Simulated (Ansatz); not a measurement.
Structure types of Cd at a series of pressures

All-electron LAPW in Ansatz 0.2.0 under PBE, scalar-relativistic, energies extrapolated to zero smearing, no spin–orbit coupling; spin polarisation is left out. At each pressure a set of structure types was relaxed with symmetry kept. The table gives H = E + pV above the lowest type of that row in meV/atom (up to 5 of noise); a dash means not tried or turned into another type. Real phases may be missing from the set. k spacings are near 0.17 to 0.21 Å⁻¹, smearing 0.05 to 0.1 eV.

Problem. Among hcp, bcc, fcc, diamond, beta tin, simple hexagonal, which leads at 0.046, 6.1, 18, 48, 84, 210, 420 GPa?

Solution. hcp or fcc at 0.046 GPa; hcp at 6.1 GPa; hcp at 18 GPa; hcp at 48 GPa; hcp at 84 GPa; hcp at 210 GPa; hcp at 420 GPa.

```json
{"p (GPa)": "0.046", "V of the lowest (Å³/atom)": "22.67", "hcp": "0", "bcc": "56", "fcc": "6", "diamond": "333", "beta tin": "97", "simple hexagonal": "–"}
{"p (GPa)": "6.1", "V of the lowest (Å³/atom)": "20.34", "hcp": "0", "bcc": "73", "fcc": "13", "diamond": "768", "beta tin": "–", "simple hexagonal": "151"}
{"p (GPa)": "18", "V of the lowest (Å³/atom)": "18.10", "hcp": "0", "bcc": "95", "fcc": "19", "diamond": "1377", "beta tin": "336", "simple hexagonal": "–"}
{"p (GPa)": "48", "V of the lowest (Å³/atom)": "15.50", "hcp": "0", "bcc": "131", "fcc": "35", "diamond": "2501", "beta tin": "594", "simple hexagonal": "489"}
{"p (GPa)": "84", "V of the lowest (Å³/atom)": "13.92", "hcp": "0", "bcc": "166", "fcc": "51", "diamond": "–", "beta tin": "828", "simple hexagonal": "693"}
{"p (GPa)": "210", "V of the lowest (Å³/atom)": "11.36", "hcp": "0", "bcc": "217", "fcc": "67", "diamond": "6279", "beta tin": "–", "simple hexagonal": "1173"}
{"p (GPa)": "420", "V of the lowest (Å³/atom)": "9.56", "hcp": "0", "bcc": "253", "fcc": "80", "diamond": "9574", "beta tin": "2042", "simple hexagonal": "–"}
```
